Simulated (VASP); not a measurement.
## MnO in VASP: the effect of functional

MnO:

```
Mn O
1.0
     2.97129   -1.71698    0.00000
     2.97129    1.71698    0.00000
    -1.98463    0.00000    2.81031
Mn O
1 1
Direct
  0.50020 0.50020 0.50067
  0.74980 0.74980 0.24934
```

The cell comes from a database or a generator and needn't be the stable form of this composition.

Alike in all runs:

```yaml
Program: VASP 6.6.1
Task: band structure
Cutoff: 520 eV
k_mesh: 7 × 7 × 7
Occupations: fermi-dirac, width 0.05 eV
Spin: collinear spin, ferromagnetic start
Starting_moments: "[4.0, 0.0] μB"
```

```csv
functional,potentials or basis,pressure (GPa)
LDA,"VASP PAW LDA potentials, release 64 (Mn_pv, O)",-13.3
PBE,"VASP PAW PBE potentials, release 64 (Mn_pv, O)",-3.6
PBEsol,"VASP PAW PBE potentials, release 64 (Mn_pv, O)",-8.1
RPBE,"VASP PAW PBE potentials, release 64 (Mn_pv, O)",0.1
revPBE,"VASP PAW PBE potentials, release 64 (Mn_pv, O)",-0.9
BLYP,"VASP PAW PBE potentials, release 64 (Mn_pv, O)",-0.1
AM05,"VASP PAW PBE potentials, release 64 (Mn_pv, O)",?
PW91,"VASP PAW PBE potentials, release 64 (Mn_pv, O)",-3.9
r2SCAN,"VASP PAW PBE potentials, release 64 (Mn_pv, O)",-5.9
SCAN,"VASP PAW PBE potentials, release 64 (Mn_pv, O)",-6.7
TPSS,"VASP PAW PBE potentials, release 64 (Mn_pv, O)",-5.5
```

**Question.** What does the run with functional AM05 give?

**Answer.** Pressure -7.4 GPa.

Caveats: a cell with one magnetic atom can't hold antiferromagnetic order, which such compounds often take; the PAW data sets were made with another functional, which shifts forces and pressure a little (some runs).
